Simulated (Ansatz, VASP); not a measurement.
**As in VASP and in Ansatz**

```
As
1.0
     1.90361    1.09905    3.60816
    -1.90361    1.09905    3.60816
     0.00000   -2.19810    3.60816
As
2
Direct
  0.77371 0.77371 0.77371
  0.22629 0.22629 0.22629
```

Alike in both runs: task single point; functional PBE; k mesh 10 × 10 × 10; occupations gaussian, width 0.01 eV; no spin polarisation.

|  | VASP | Ansatz |
| --- | --- | --- |
| version | VASP 6.6.1 | Ansatz 0.2.0 |
| potentials or method | VASP PAW PBE potentials, release 64 (As) | plane waves (420 eV) with PAW, scalar-relativistic |
| plane-wave cutoff (eV) | 520 | 420 |
| valence electrons in the cell | 10 | 30 |

Ansatz gave:

| Property | Result |
| --- | --- |
| pressure (GPa) | 0.0 |
| largest component of the traceless stress (GPa) | 0.06 |

Which values does VASP return?

Pressure (GPa): 0.3; largest component of the traceless stress (GPa): 0.17.

The two sets of potentials don't hold the same shells in valence.
